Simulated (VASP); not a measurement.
The system is NaH.

```
Na H
1.0
     0.00000    2.44000    2.44000
     2.44000    0.00000    2.44000
     2.44000    2.44000    0.00000
Na H
1 1
Direct
  0.00000 0.00000 0.00000
  0.50000 0.50000 0.50000
```

Base run:

```yaml
Program: VASP 6.6.1
Functional: HSE06
Potentials_or_basis: VASP PAW PBE potentials, release 64 (Na_pv, H)
Cutoff: 520 eV
k_mesh: 6 × 6 × 6
Occupations: gaussian, width 0.02 eV
Spin: no spin polarisation
```

Its results: band gap on the k mesh 4.81 eV, indirect (least direct gap 5.70 eV); pressure -1.0 GPa.

Problem. The run is repeated on the same cell with these changes: functional from HSE06 to r2SCAN-EpsX. What comes out?

Solution. Band gap on the k mesh 6.33 eV, indirect (least direct gap 7.25 eV); pressure -1.4 GPa.

Caveats: the PAW data sets were made with another functional, which shifts forces and pressure a little.

A k mesh can miss the band edges.
